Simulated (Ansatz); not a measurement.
# Ni (P-1) in Ansatz: further runs, part 2 of 2

Ansatz 0.2.0.

## 3. Relaxation of cell and atoms, PBE, collinear spin, ferromagnetic start, target pressure 10 GPa, at which the enthalpy is minimised (cell sheared at random, sigma 0.01, atoms nudged by 0.01 Å)

input.yaml reads:

```yaml
crystal:
  lattice:
    - [-1.3842675, 1.40274018, 1.421232]
    - [1.35091165, -1.37986243, 1.3649984]
    - [2.73345981, 2.78088327, -0.01047811]
  atoms:
    - { symbol: Ni, position: [0.00325222, 0.99599756, 0.0006908], spin: 1.0 }
    - { symbol: Ni, position: [0.49674778, 0.50400244, 0.4993092], spin: 1.0 }
hamiltonian:
  xc: pbe
  pseudopotentials: { kind: paw }
magnetization:
  spin_polarized: true
kpoints:
  mp_grid: { grid: [8, 9, 5] }
scf:
  occupations: { method: fermi_dirac, width: 0.05 }
output:
  forces: true
  stress: true
  eigenvalues: true
  write_density: true
  write_potential: true
  elf: true
  volumetric_format: npy
relax:
  f_tol: 0.01
  max_steps: 40
  cell: { stress_tol: 0.05, p_target: 10.0 }
```

Potentials or basis: Ansatz PAW.

Launch:

```bash
$ ansatz run input.yaml --threads 2 --pin off --max-ram 5632MiB --backend cpu --events-out ev --progress --plain --runs-dir out
```

What it wrote:

```text
Warning: RAYON_NUM_THREADS=2 ignored (pool sized by the plan → 2); use --threads N
Engine: ansatz 0.2.0, x86_64-unknown-linux-gnu
Pseudopotentials: kind: paw
Pseudopotential: Ni, paw, valence charge 18, recommended cutoff 420 eV (normal), Ni.paw.azcp
Functional definition: PBE
  parameter kappa = 0.804
  parameter beta = 0.06672455060314922
  exchange = pbe_x(kappa = kappa, mu = beta*pi^2/3)
  correlation = pbe_c(beta = beta)
Crystal: 2 atoms, lattice volume = 21.188 Å³
Basis set: ecut = 420 eV, 405 PW (Γ), exchange–correlation on 36×32×54 points (8 copies of the dense FFT grid, shifted against one another)
Bands: 23, of which v1, the nominal top of the filled ones, is band 18 counted from 1 (17 counted from 0)
Symmetry: 2 space group operations
Space group: P-1 (ITA 2), of the structure as read, at distance tolerance 2.8e-5 Å
Magnetic group: BNS 2.4 (UNI 4), of the structure as read, at distance tolerance 2.8e-5 Å
k-points: 181 of 360
Non-local potential: Ni, projectors of the file, l = 0: 3, l = 1: 2, l = 2: 3, l = 3: 1
PAW form: soft (Blöchl's): semilocal exchange-correlation on the pseudo side does not see the compensation charge
PAW one-centre angular grid: Ni, 590 points (default); XC on 64 Gauss nodes
Initial density: superposition of atomic densities (chi_scale 0.1, normalization cell)
Starting moments: Σ|m| = 2 μB on 2 of 2 sites
Initial wavefunctions: pseudopotential atomic-orbital guess
[... 272 lines left out ...]
  E_paw        = -3258.470974  (= ΣΔE_a)
  E_vpaw       = -1048.524429  (= ΣTr[D̂ρ^β])
  E_aug_tail   = 0.001031  (compensation charges beyond the density's cutoff)
  E_ewald      = -6171.208464
  E_smearing   = -0.025421  (= −TS)
  E_closure    = -0.000000  (closes the sum)
  Σ components = -11679.431242   (vs F -11679.431242, Δ=0.00e0)
--- Forces (eV/Å), atoms counted from 1 ---
  atom   1  Ni     0.00000534     0.00000239    -0.00000012
  atom   2  Ni    -0.00000534    -0.00000239     0.00000012
  max |Σ_I F_I| component: 0.00e0 eV/Å
--- Stress (GPa, compression-positive) ---
        9.997368       0.001094       0.000129
        0.001094       9.997459      -0.000147
        0.000129      -0.000147      10.004374
  P = ⅓ Tr σ = 9.9997 GPa (99.997 kbar)
--- Band table (eV; the first three rows and the last of 362) ---
  k-point 0 ↑: bands = ["-84.5279", "-84.4730", "-45.0149", "-44.8614", "-44.8529", "-44.7717", "-44.7642", "-44.7564", "9.7757", "14.2439", "14.7455", "16.6246", "16.6407", "16.6683", "17.9028", "17.9232", "18.6787", "18.7583", "18.7646", "21.6330", "28.8138", "34.2437", "34.3893"]
  k-point 1 ↑: bands = ["-84.5226", "-84.4782", "-44.9926", "-44.8522", "-44.8437", "-44.7958", "-44.7735", "-44.7657", "10.3122", "14.2503", "14.9152", "16.4693", "16.7809", "16.7957", "17.7433", "17.9748", "18.4908", "18.4935", "18.6024", "19.5973", "31.7893", "35.0695", "35.2124"]
  k-point 2 ↑: bands = ["-84.5089", "-84.4919", "-44.9332", "-44.8580", "-44.8279", "-44.8196", "-44.7978", "-44.7898", "11.8054", "13.6075", "15.3722", "15.9650", "17.2269", "17.2379", "17.3554", "17.4988", "17.8702", "17.8748", "18.1653", "18.4050", "37.0599", "37.3224", "37.4608"]
  k-point 180 ↓: bands = ["-83.6457", "-83.6457", "-44.1873", "-44.1873", "-44.0704", "-44.0703", "-44.0534", "-44.0534", "14.8851", "14.8851", "15.5571", "15.5572", "18.3747", "18.3750", "19.0155", "19.0155", "19.5822", "19.5823", "23.0165", "23.0176", "29.4029", "29.4043", "31.4750"]
--- Relaxed structure (16 steps of the walk, 16 accepted, 3 SCFs on fresh bases) ---
  F+E_penalty+E_count = -11679.43124222 eV   max|allowed force component| = 5.337e-6 eV/Å   (the final SCF, on the basis selected at the relaxed cell)
  cell:  # Å, volume = 20.8222 Å³
    - [-1.2245314146370556, 1.2256597348486762, 1.7418331516353123]
    - [1.2288380653263695, -1.2276638344260162, 1.72755600480424]
    - [2.4462920276506317, 2.4463458058861494, -0.0016231570279231933]
  atoms:
    - { symbol: Ni, position: [5.426943716635435e-8, 0.9999999501139017, -6.82165404221086e-8] }
    - { symbol: Ni, position: [0.49999994573056267, 0.5000000498860984, 0.5000000682165403] }
```

v_z.tsv:

```text
# z_ang	v_es[eV]	v_tot_up[eV]	v_tot_dn[eV]
# format = ansatz-planar-average/11
# xc	pbe
# density_cutoff_ev	1680
# datasets	Ni=:simpson_from_first_knot:soft
# lattice	-1.224531415	1.225659735	1.741833152
# lattice	1.228838065	-1.227663834	1.727556005
# lattice	2.446292028	2.446345806	-0.001623157
# sites	2
# site	28	1.228837771	-1.227663874	1.727556013
# site	28	1.225299634	1.222170892	1.733882991
0.000000	1.063225e0	-1.307163e1	-1.309556e1
0.144151	1.885506e0	-1.209140e1	-1.209652e1
0.288301	4.237513e0	-9.304815e0	-9.276867e0
0.432452	7.726752e0	-5.208598e0	-5.186258e0
0.576603	1.156824e1	-6.840105e-1	-7.300413e-1
0.720754	1.475210e1	3.095628e0	2.960658e0
[... 16 lines left out ...]
3.171316	4.237502e0	-9.304829e0	-9.276881e0
3.315467	1.885501e0	-1.209140e1	-1.209652e1
```

Wall time 3.7 min (2 threads of Intel Xeon at 2.70GHz, shared host); peak memory 0.46 GiB.

What came out:

| Property | Result |
| --- | --- |
| Free energy | -11679.4312 eV |
| Relaxed volume | 10.41 Å³/atom |
| Relaxed cell | a = 2.457 Å, b = 2.450 Å, c = 3.460 Å, α = 90.00°, β = 90.00°, γ = 90.00° |
| Space group after relaxing (to 0.05 Å) | Fm-3m (No. 225) |
| Energy change on relaxing (the enthalpy is what falls) | -100.5 meV/atom |
| Ionic steps | 19 |
| Pressure after relaxing | 10.0 GPa |
| Band gap on the k mesh | none (metal or under the smearing width) |
| Net moment | 1.24 μB per cell |
| Absolute moment | 1.41 μB per cell |
| Site moments | Ni +0.66 μB |

Step by step:
| step | energy change (eV) | largest force (eV/Å) | volume (Å³) |
| --- | --- | --- | --- |
| 1 | 0.0000 | 0.0585 | 21.19 |
| 2 | -0.0014 | 0.0412 | 21.07 |
| 3 | -0.0018 | 0.0157 | 20.91 |
| 4 | -0.0143 | 0.0956 | 20.78 |
| 5 | -0.0522 | 0.1115 | 20.85 |
| 6 | -0.1147 | 0.0367 | 20.92 |
| 7 | -0.1314 | 0.0021 | 20.72 |
| 8 | -0.1246 | 0.0004 | 20.60 |
| 9 | -0.1251 | 0.0002 | 20.61 |
| 10 | -0.1247 | 0.0000 | 20.60 |
| 11 | -0.1248 | 0.0000 | 20.61 |
| 12 | -0.1606 | 0.0000 | 20.61 |
| 13 | -0.1845 | 0.0008 | 20.61 |
| 14 | -0.1977 | 0.0002 | 20.77 |
| 15 | -0.2004 | 0.0005 | 20.82 |
| 16 | -0.2006 | 0.0000 | 20.82 |
| 17 | -0.2007 | 0.0000 | 20.82 |
| 18 | -0.2010 | 0.0000 | 20.82 |
| 19 | -0.2010 | 0.0000 | 20.82 |

Final structure:
```cif
data_structure
_symmetry_space_group_name_H-M 'P 1'
_symmetry_Int_Tables_number 1
_cell_length_a 2.4568
_cell_length_b 2.4498
_cell_length_c 3.4596
_cell_angle_alpha 90.000
_cell_angle_beta 90.000
_cell_angle_gamma 90.003
_cell_volume 20.82
loop_
_atom_site_label
_atom_site_type_symbol
_atom_site_fract_x
_atom_site_fract_y
_atom_site_fract_z
_atom_site_occupancy
Ni1 Ni 0.00000 0.00000 0.00000 1
Ni2 Ni 0.50000 0.50000 0.50000 1
```

Caveat: the plane-wave basis is chosen anew once the cell has moved, so the energies of steps on either side of that aren't comparable.
